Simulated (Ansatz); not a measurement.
# Competing collinear orders in Co (Im-3m)

Geometry: a structure from the Materials Project, repeated to hold the magnetic orders; nothing is relaxed.

Functional, mesh and filling: PBE, 12×12×12 k mesh, Fermi–Dirac smearing of 0.05 eV. PAW means Ansatz 0.2.0 on its default frozen-core files; LAPW is all-electron LAPW in Ansatz 0.2.0. Site moments are integrated in spheres about the atoms, whose radii differ between the methods.

The reference run was typed so:

```yaml
crystal:
  lattice:
    - [2.80464, 0.0, 0.0]
    - [0.0, 2.80464, 0.0]
    - [0.0, 0.0, 2.80464]
  atoms:
    - { symbol: Co, position: [0.0, 0.0, 0.0], spin: 2.0 }
    - { symbol: Co, position: [0.5, 0.5, 0.5], spin: 2.0 }
magnetization:
  spin_polarized: true
kpoints:
  mp_grid: { grid: [12, 12, 12] }
scf:
  occupations: { method: fermi_dirac, width: 0.05 }
  lower_state_search: "off"
hamiltonian:
  xc: pbe
  pseudopotentials: { kind: paw }
output:
  forces: true
  stress: true
  eigenvalues: true
  populations: true
```

Command: `ansatz run input.yaml --threads 1 --pin off --max-ram 3072MiB --backend cpu --events-out ev --progress --plain --runs-dir out`

The input for «start Co1↑ Co2↓» by LAPW differs from it in these lines, output keys apart:

```diff
-    - { symbol: Co, position: [0.5, 0.5, 0.5], spin: 2.0 }
+    - { symbol: Co, position: [0.5, 0.5, 0.5], spin: -2.0 }
-  pseudopotentials: { kind: paw }
+  pseudopotentials: { kind: all_electron, lapw: { basis_error: 0.001 } }
```

Energies count from the run that starts all moments parallel. Patterns list the atoms that start with 0.5 μB or more.

```json
{"start": "Co1↑, Co2↑", "ΔF PAW (meV/atom)": "0.0", "ΔF LAPW (meV/atom)": "0.0", "largest moment, PAW (μB)": "?", "M, PAW (μB/cell)": "3.53", "order at the end, PAW": "kept", "P, PAW (GPa)": "1.4"}
{"start": "Co1↑, Co2↓", "ΔF PAW (meV/atom)": "+320.1", "ΔF LAPW (meV/atom)": "+322.5", "largest moment, PAW (μB)": "0.86", "M, PAW (μB/cell)": "0.00", "order at the end, PAW": "kept", "P, PAW (GPa)": "-6.7"}
{"start": "no spin polarisation", "ΔF PAW (meV/atom)": "?", "ΔF LAPW (meV/atom)": "–", "largest moment, PAW (μB)": "0.00", "M, PAW (μB/cell)": "0.00", "order at the end, PAW": "–", "P, PAW (GPa)": "-9.7"}
```

**Question.** Fill in "ΔF PAW (meV/atom)" for the row "no spin polarisation".

**Answer.** +366.7.

**Question.** What belongs in the row "Co1↑, Co2↑", column "largest moment, PAW (μB)"?

**Answer.** 1.83.

The lowest of these ends as follows. Site moments (μB): Co1 1.83, Co2 1.83. Cell moment 3.53 μB. Orders of other supercells weren't tried and can lie lower.

The Ansatz runs typed with the search for lower states off end where their start leads. None of this fixes the real material's magnetic order: only patterns that fit the cell were computed, at zero temperature, with a functional that can overstate moments.
